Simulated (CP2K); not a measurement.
## ZnCu under changes of volume

One of the cells (12.771 Å³/atom); the others are scaled copies at fixed shape and fractional positions:

```
CELL_PARAMETERS angstrom
2.94500 0.00000 0.00000
0.00000 2.94500 0.00000
0.00000 0.00000 2.94500
ATOMIC_POSITIONS crystal
Zn 0.50000 0.50000 0.50000
Cu 0.00000 0.00000 0.00000
```

- Program: CP2K 2026.2
- Functional: LDA
- Potentials or basis: GTH_POTENTIALS Zn GTH-PADE-q12, Cu GTH-PADE-q11; TZVP-MOLOPT-PBE-GTH basis
- Density cutoff: 6123 eV
- k mesh: 9 × 9 × 9
- Occupations: fermi-dirac, width 0.05 eV
- Spin: no spin polarisation

| volume (Å³/atom) | energy over the lowest point (meV/atom) | pressure (GPa) |
| --- | --- | --- |
| 12.005 | 0.00 | -0.2 |
| 12.260 | 2.84 | -3.2 |
| 12.516 | ? | ? |
| 12.771 | 21.52 | -8.2 |
| 13.026 | 36.32 | -10.2 |
| 13.282 | 54.17 | -12.0 |
| 13.537 | 74.62 | -13.6 |

Task: What does the run at 12.516 Å³/atom give?

Result: Energy over the lowest point 10.19 meV/atom; pressure -5.9 GPa.

Worked out: A Birch-Murnaghan fit of order 3 (a polynomial in V^(-2/3)) to the other rows has its minimum at 11.99 Å³/atom, just outside them, with B0 = V·E''(V) = 153 GPa and B' = 5.2. It gives 10.22 meV/atom at 12.516 Å³/atom, against the run's 10.19, and -dE/dV = -5.9 GPa, against -5.9.

Energies are extrapolated to zero smearing.

Caveats: the basis of atomic orbitals isn't converged, which shifts pressures, moduli and gaps.
